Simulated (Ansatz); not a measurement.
## GaAs: equation of state with RPBE+D3(BJ)

Crystal: GaAs.

```
CELL_PARAMETERS angstrom
0.00000 2.82685 2.82685
2.82685 0.00000 2.82685
2.82685 2.82685 0.00000
ATOMIC_POSITIONS crystal
As 0.75000 0.75000 0.75000
Ga 0.00000 0.00000 0.00000
```

| Property | Result |
| --- | --- |
| Program | Ansatz 0.2.0 |
| Task | equation of state |
| Functional | RPBE |
| Dispersion | D3(BJ) |
| Potentials or basis | Ansatz PAW |
| Cutoff | 420 eV |
| Density cutoff | 1680 eV |
| k mesh | 8 × 8 × 8 |
| Occupations | fermi-dirac, width 0.05 eV |
| Spin | no spin polarisation |

The equilibrium volume is 20.75 Å³/atom (rough: see the caveat) and the bulk modulus is 82 GPa (rough).

Energy against volume, from the lowest point:
| volume (Å³/atom) | energy (meV/atom) |
| --- | --- |
| 21.234 | 0.00 |
| 21.686 | 7.16 |
| 22.138 | 18.26 |
| 22.590 | 32.83 |
| 23.041 | 50.51 |
| 23.493 | 70.93 |
| 23.945 | 93.75 |

All runs of the series together: 7.9 s on 2 threads of Arm Neoverse V2, on a shared host.

Caveat: the potentials were made for another functional, which shifts forces and pressure; the minimum lies outside the volumes run.
